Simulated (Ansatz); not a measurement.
Density of states of BaTiO3

```cif
data_structure
_symmetry_space_group_name_H-M 'P 1'
_symmetry_Int_Tables_number 1
_cell_length_a 4.0041
_cell_length_b 4.0041
_cell_length_c 4.0041
_cell_angle_alpha 89.852
_cell_angle_beta 89.852
_cell_angle_gamma 89.852
_cell_volume 64.20
loop_
_atom_site_label
_atom_site_type_symbol
_atom_site_fract_x
_atom_site_fract_y
_atom_site_fract_z
_atom_site_occupancy
Ba1 Ba 0.00000 0.00000 0.00000 1
Ti1 Ti 0.51400 0.51400 0.51400 1
O1 O 0.49160 0.49160 0.98150 1
O2 O 0.49160 0.98150 0.49160 1
O3 O 0.98150 0.49160 0.49160 1
```

The runs use the primitive cell with vectors (2.828, 1.633, 2.318), (-2.828, 1.633, 2.318), (0.000, -3.265, 2.318) Å, to which the k mesh refers.

The geometry is COD entry 9014756, unchecked; take it as a test cell.

Spin–orbit coupling is left out, though it moves levels of the heavy atoms by tenths of an eV or more.

Method: DFT, LDA, all-electron LAPW, scalar-relativistic in Ansatz 0.2.0.

Numerical set-up: a Γ-centred 9×9×9 k mesh, Fermi–Dirac smearing of 0.05 eV, basis error target 1 meV/atom, no spin polarisation.

Question: Which of the resolved shells contributes most in the top eV of the valence band?

Answer: O 2p, with 93 % of all states there; Ti 3d follows with 2 %.

Question: Where is the centre of the filled Ti 3d states between -13 eV and the top of the filled states?

Answer: -2.93 eV from the valence-band top.

Question: Tabulate the density of states.

Answer: States per eV and cell, averaged over 0.4 eV, from -10.6 to 4.4 eV, with energies (bin centres) from the valence-band top; empty bins are left out. The partial columns, the largest 4 alone, are projections on Löwdin-orthogonalised atomic shells (those that the program's projection atoms carry: the occupied ones and, for some elements, an empty d or f shell; other empty shells have no column), summed over atoms of an element. Weights on diffuse s and p shells depend on that basis and aren't pure angular character.
| E (eV) | total | O 2p | Ti 3d | Ba 5p | O 2s |
| --- | --- | --- | --- | --- | --- |
| -10.5 | 0.19 | 0.02 | 0.01 | 0.16 | 0.00 |
| -10.1 | 2.26 | 0.20 | 0.06 | 1.96 | 0.04 |
| -9.7 | 8.61 | 0.48 | 0.09 | 7.81 | 0.21 |
| -9.3 | 3.93 | 0.08 | 0.02 | 3.67 | 0.15 |
| -4.1 | 1.95 | 1.46 | 0.24 | 0.00 | 0.01 |
| -3.7 | 3.37 | 2.40 | 0.70 | 0.02 | 0.01 |
| -3.3 | 4.22 | 2.97 | 0.97 | 0.06 | 0.03 |
| -2.9 | 4.13 | 3.15 | 0.68 | 0.09 | 0.04 |
| -2.5 | 8.18 | 6.32 | 1.20 | 0.35 | 0.02 |
| -2.1 | 4.06 | 3.14 | 0.61 | 0.17 | 0.01 |
| -1.7 | 3.23 | 2.75 | 0.28 | 0.04 | 0.02 |
| -1.3 | 2.17 | 1.92 | 0.12 | 0.02 | 0.02 |
| -0.9 | 6.48 | 5.92 | 0.22 | 0.12 | 0.03 |
| -0.5 | 5.46 | 5.08 | 0.14 | 0.10 | 0.02 |
| -0.1 | 1.75 | 1.71 | 0.01 | 0.01 | 0.00 |
| 2.3 | 0.16 | 0.02 | 0.14 | 0.00 | 0.00 |
| 2.7 | 1.69 | 0.20 | 1.44 | 0.00 | 0.01 |
| 3.1 | 2.27 | 0.34 | 1.84 | 0.00 | 0.01 |
| 3.5 | 3.52 | 0.65 | 2.72 | 0.00 | 0.01 |
| 3.9 | 5.63 | 1.14 | 4.19 | 0.00 | 0.01 |
| 4.3 | 1.72 | 0.37 | 1.24 | 0.00 | 0.00 |
